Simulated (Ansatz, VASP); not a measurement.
**Pt in VASP and in Ansatz**

```xyz
1
Lattice="0.0000 1.9285 1.9285 1.9579 -0.0294 1.9579 1.9579 1.9579 -0.0294" Properties=species:S:1:pos:R:3 pbc="T T T"
Pt    0.0000    0.0000    0.0000
```

Change from the starting cell: strain -0.0300 x Voigt [0, 0, 0, 1, 0, 0], atoms carried along.

Alike in both runs: task single point; functional PBE; k mesh 10 × 10 × 10; occupations gaussian, width 0.15 eV; no spin polarisation.

```csv
,VASP,Ansatz
version,VASP 6.6.1,Ansatz 0.2.0
potentials or method,"VASP PAW PBE potentials, release 64 (Pt)","scalar-relativistic, plane waves, PAW"
plane-wave cutoff (eV),520,420
valence electrons in the cell,10,18
```

VASP gave:

| Property | Result |
| --- | --- |
| gap on the k mesh at the Fermi level (eV) | none |
| pressure (GPa) | 11.5 |
| largest component of the traceless stress (GPa) | 2.73 |

Task: Which values does Ansatz return?

Result: gap on the k mesh at the Fermi level (eV): none; pressure (GPa): 12.0; largest component of the traceless stress (GPa): 2.71.

A gap of «none» marks a metal or a gap that the smearing closes. The two sets of potentials don't hold the same shells in valence.

Spin-orbit coupling is left out, which matters for the levels of Pt.
